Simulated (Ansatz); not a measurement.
Ti3O4:

```xyz
7
Lattice="-2.0659 2.0659 4.0891 2.0659 -2.0659 4.0891 2.0659 2.0659 -4.0891" Properties=species:S:1:pos:R:3 pbc="T T T"
Ti    0.0000    2.0659    2.0446
Ti    0.0000    0.0000    4.0891
Ti    2.0659    0.0000    2.0446
O     0.0000    0.0000    6.1818
O     0.0000    2.0659    0.0000
O     0.0000    0.0000    1.9964
O     2.0659    0.0000    0.0000
```

The cell comes from a database or a generator and needn't be the stable form of this composition.

* Program: Ansatz 0.2.0
* Task: single point
* Functional: PBEsol
* Potentials or basis: Ansatz PAW
* Cutoff: 420 eV (not typed: the program's choice for these potentials)
* k mesh: 9 × 9 × 9
* Occupations: fermi-dirac, width 0.05 eV
* Spin: no spin polarisation

On this cell: pressure -5.7 GPa; largest force 0.010 eV/Å; band gap on the k mesh none (metal or under the smearing width).

The same run follows on a disturbed copy (atoms moved at random, drawn with an rms of 0.05 Å):

```
CELL_PARAMETERS angstrom
-2.06591 2.06591 4.08913
2.06591 -2.06591 4.08913
2.06591 2.06591 -4.08913
ATOMIC_POSITIONS crystal
Ti 0.73650 0.24791 0.48652
Ti 0.51106 0.49574 0.00442
Ti 0.25734 0.76712 0.51298
O 0.74801 0.76330 0.98746
O 0.50226 0.00622 0.50101
O 0.23517 0.24347 0.00238
O 0.99176 0.50242 0.49414
```

Task: What does the disturbed cell give?

Result: The energy (extrapolated to zero smearing) moves by +15.8 meV/atom; pressure -6.3 GPa; largest force 0.936 eV/Å; band gap on the k mesh none (metal or under the smearing width).

Forces on the atoms (eV/Å):
```
Ti   0.104  0.352  0.302
Ti   0.373 -0.736 -0.119
Ti  -0.276 -0.650 -0.323
O   -0.110  0.775 -0.514
O   -0.200 -0.047 -0.271
O    0.116 -0.241  0.733
O   -0.008  0.546  0.194
```

Stress tensor (GPa, compression positive):
```
-4.80  0.00 -0.13
 0.00 -5.50 -0.07
-0.13 -0.07 -8.60
```

Caveats: semilocal functionals often make such compounds metallic where correlation or magnetic order opens a gap, which also shifts bond lengths; the PAW data sets come from PBE, with cores solved anew for the run's functional, which leaves a small shift of forces and pressure.
